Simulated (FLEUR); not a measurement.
Ni: equation of state with LDA

Ni:

```
Ni
1.0
    -1.38372    1.38372    1.38372
     1.38372   -1.38372    1.38372
     1.38372    1.38372   -1.38372
Ni
1
Direct
  0.00000 0.00000 0.00000
```

This isn't the form of Ni at room conditions, which is fcc.

```
Program             : FLEUR MaX-R8.1 (later development tree)
Task                : equation of state
Functional          : LDA
Potentials or basis : all-electron
Basis               : FLAPW
Kmax                : 4.78 1/bohr
k mesh              : 13 × 13 × 13
Occupations         : fermi-dirac, width 0.05 eV
Spin                : collinear spin, program default start
```

- Equilibrium volume: 10.05 Å³/atom (rough: see the caveat)
- Bulk modulus: 209 GPa (rough)

Energy against volume, from the lowest point:
```
volume (Å³/atom)  energy (meV/atom)
           9.962               0.00
          10.174               0.70
          10.597              18.01
          11.021              55.17
          11.233              79.92
```

Caveat: the fit is doubtful: noisy points or a state that changes with volume.
